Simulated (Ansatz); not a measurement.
A run of Ansatz 0.2.0 is set up as follows.

input.yaml

```yaml
crystal:
  lattice:
    - [2.34185, -1.7113, 0.0]
    - [2.34185, 1.7113, 0.0]
    - [-0.8500274268, 0.0, 5.0578693947]
  atoms:
    - { symbol: Cu, position: [0.5, 0.0, 0.5] }
    - { symbol: Cu, position: [0.0, 0.5, 0.0] }
    - { symbol: O, position: [0.4184, 0.5816, 0.75] }
    - { symbol: O, position: [0.5816, 0.4184, 0.25] }
hamiltonian:
  xc:
    exchange: hjs_pbesol
    correlation: pbesol
    exx: { coeff: 0.25, omega: 0.207 }
  pseudopotentials: { kind: paw }
kpoints:
  mp_grid: { grid: [5, 5, 3] }
  band_path:
    path:
      - [[0.0, 0.0, 0.0], [-0.5, -0.5, 0.0], [-0.5247847702, -0.5247847702, 0.3275098836], [-0.5, -0.5, 0.5], [-0.6335075857, -0.3664924143, 0.5]]
      - [[-0.3664924143, 0.3664924143, 0.5], [0.0, 0.0, 0.5], [-0.4752152298, -0.4752152298, 0.6724901164]]
      - [[-0.5, -0.5, 0.0], [-0.612731633, -0.387268367, 0.0]]
      - [[-0.387268367, 0.387268367, 0.0], [0.0, 0.0, 0.0], [-0.5, 0.0, 0.0]]
      - [[-0.5, 0.0, 0.5], [0.0, 0.0, 0.0]]
    npoints: 4
scf:
  occupations: { method: fermi_dirac, width: 0.05 }
  n_extra_bands: 10
output:
  forces: true
  stress: true
  eigenvalues: true
  fatbands: false
  write_density: true
  write_potential: true
  elf: true
  volumetric_format: npy
```

Potentials or basis: Ansatz PAW.

The run is started by

```sh
$ ansatz run input.yaml --threads 2 --pin off --max-ram 5632MiB --backend cpu --events-out ev --progress --plain --runs-dir out
```

**Question.** What does it give for the largest force?

**Answer.** 0.361 eV/Å.

**Question.** Estimate the band gap on the k mesh.

**Answer.** None (metal or under the smearing width).

**Question.** What does it give for the pressure?

**Answer.** -6.0 GPa.

Stress tensor (GPa, compression positive):
```
-6.32  0.00 -0.50
 0.00 -3.76  0.00
-0.50  0.00 -8.05
```

Caveat: the k mesh is coarse (spacing up to 0.46 Å⁻¹), so the values aren't converged, least of all with exact exchange; the pressure holds a Pulay correction of +0.7 GPa for the finite cutoff; the run has no spin polarisation, though such a crystal can be magnetic; the PAW data sets come from PBE, with cores solved anew for the run's functional, which leaves a small shift of forces and pressure; the thresholds are loose for stress.
